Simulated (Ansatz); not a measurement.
# Ti3SiC2, response to strain

Take Ti₃SiC₂ (space group P6_3/mmc, No. 194; a = 3.0728 Å, c = 17.7228 Å) as the base. Axes: x lies along a and z along c of the hexagonal cell.

Strains are applied to the cell and any free atomic positions relax.

Calculations: plane-wave PAW DFT at the PBE level (Ansatz, a first-principles code, 420 eV), scalar-relativistic without spin-orbit coupling.

Candidates:
(a) isotropic strain −2.62 %
(b) isotropic strain +1.22 %
(c) uniaxial strain ε_zz = +0.49 %

Notes on the quantities. energy relative to the base: free energy F.

Problem. Order them by energy relative to the base, lowest first.

Solution. (c) uniaxial strain ε_zz = +0.49 % (+0.3 meV/atom), (b) isotropic strain +1.22 % (+8.9 meV/atom), (a) isotropic strain −2.62 % (+47 meV/atom)

Without a gap, meshes like the base's 14×14×3 leave anisotropic stresses uncertain by several tenths of a GPa, and small strain energies with them. Stability against distortions was not tested. All final runs are without spin polarisation.
